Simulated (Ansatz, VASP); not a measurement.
## One calculation of Cl, two programs

The input INCAR:

```
  ALGO = Normal
  EDIFF = 1E-6
  ENCUT = 520
  GGA = PS
  ISIF = 2
  ISMEAR = -1
  LASPH = T
  LCHARG = F
  LREAL = F
  LWAVE = F
  NBANDS = 22
  NELM = 100
  PREC = Accurate
  SIGMA = 0.05
```

The input KPOINTS:

```
k-points
0
Gamma
  7 7 4
```

File POSCAR:

```
Cl
1.0
    3.1024947895     -2.2195908669      0.0000000000
    3.1024947895      2.2195908669      0.0000000000
    0.0000000000      0.0000000000      8.0990404521
Cl
4
Direct
    0.3700000000      0.6300000000      0.4000000000
    0.1300000000      0.8700000000      0.9000000000
    0.6300000000      0.3700000000      0.6000000000
    0.8700000000      0.1300000000      0.1000000000
```

File input.yaml:

```yaml
crystal:
  lattice:
    - [3.1024947895, -2.2195908669, 0.0]
    - [3.1024947895, 2.2195908669, 0.0]
    - [0.0, 0.0, 8.0990404521]
  atoms:
    - { symbol: Cl, position: [0.37, 0.63, 0.4] }
    - { symbol: Cl, position: [0.13, 0.87, 0.9] }
    - { symbol: Cl, position: [0.63, 0.37, 0.6] }
    - { symbol: Cl, position: [0.87, 0.13, 0.1] }
kpoints:
  mp_grid: { grid: [7, 7, 4] }
scf:
  occupations: { method: fermi_dirac, width: 0.05 }
hamiltonian:
  xc: pbesol
  pseudopotentials: { kind: all_electron, lapw: { basis_error: 0.001 } }
output:
  forces: true
  stress: true
  eigenvalues: true
```

Change from the starting cell: volume scaled by 0.96.

Alike in both runs: task single point; functional PBEsol; k mesh 7 × 7 × 4; occupations fermi-dirac, width 0.05 eV; no spin polarisation.

```csv
,VASP,Ansatz
version,VASP 6.6.1,Ansatz 0.2.0
potentials or method,"VASP PAW PBE potentials, release 64 (Cl)","all-electron LAPW, scalar-relativistic"
plane-wave cutoff (eV),520,see its input
```

VASP gave:

| Property | Result |
| --- | --- |
| gap on the k mesh at the Fermi level (eV) | 2.63 |
| least direct gap on the mesh (eV) | 2.69 |
| pressure (GPa) | -0.1 |
| largest component of the traceless stress (GPa) | 0.36 |
| rms of the force components (eV/Å) | 0.124 |

Q: Which values does Ansatz return?

A: gap on the k mesh at the Fermi level (eV): 2.58; least direct gap on the mesh (eV): 2.65; pressure (GPa): 0.3; largest component of the traceless stress (GPa): 0.27; rms of the force components (eV/Å): 0.217.

Atom by atom the forces differ by 0.099 eV/Å (rms over components). Ansatz ran all-electron here, so the differences hold the error of VASP's frozen core and of both bases.

Caveats: an odd mesh through Γ misses points on the zone boundary, where band edges often lie; the PAW data sets were made with another functional, which shifts forces and pressure a little (VASP).
